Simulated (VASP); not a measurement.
Runs of VASP 6.6.1 on PbS (Galena). The structure is cubic, space group Fm-3m (No. 225). The conventional cell has a = 5.931 Å, b = 5.931 Å, c = 5.931 Å, α = 90.00°, β = 90.00°, γ = 90.00°. Pb (site symmetry m-3m) has 6 S at 2.97 Å as nearest neighbours. S (site symmetry m-3m) is surrounded by 6 Pb at 2.97 Å. 

```tsv
level	potentials or basis	k mesh	cutoff (eV)	mesh quality	gap on the mesh (eV)	pressure (GPa)	relaxed volume (Å³/atom)
PBE	VASP PAW PBE potentials, release 64 (Pb_d, S)	8 × 8 × 8	600	not flagged	0.50	0.0	(a)
PBE	VASP PAW PBE potentials, release 64 (Pb, S)	4 × 4 × 4	300	coarse	(b)	0.0	26.89
r2SCAN	VASP PAW PBE potentials, release 64 (Pb_d, S)	8 × 8 × 8	600	not flagged	0.70	0.0	26.67
PBE+D3(BJ)	VASP PAW PBE potentials, release 64 (Pb_d, S)	8 × 8 × 8	600	not flagged	0.37	0.0	26.12
AM05	VASP PAW PBE potentials, release 64 (Pb_d, S)	8 × 8 × 8	600	not flagged	0.32	0.0	25.97
PBEsol	VASP PAW PBE potentials, release 64 (Pb_d, S)	8 × 8 × 8	600	not flagged	0.20	0.0	25.72
LDA	VASP PAW LDA potentials, release 64 (Pb_d, S)	8 × 8 × 8	600	not flagged	0.04	0.0	25.00
```

Alike in all rows: task relaxation of cell and atoms; no spin polarisation; cell relaxed; smearing gaussian 0.03 eV.

Q: Estimate the missing entries.

A: (a) 27.10; (b) 0.47.

Caveats: some runs use coarse meshes; spin-orbit coupling is left out, which as a rule narrows the gap of such compounds by several tenths of an eV; the PAW data sets were made with another functional, which shifts forces and pressure a little (some runs); the cutoff is under 1.25 times the usual one of these potentials, so pressure, stress and relaxed cells hold a basis-set (Pulay) error (some runs).

A k mesh can miss the band edges, and the runs leave out spin-orbit coupling on Pb.

Not every run made on this cell is shown here.
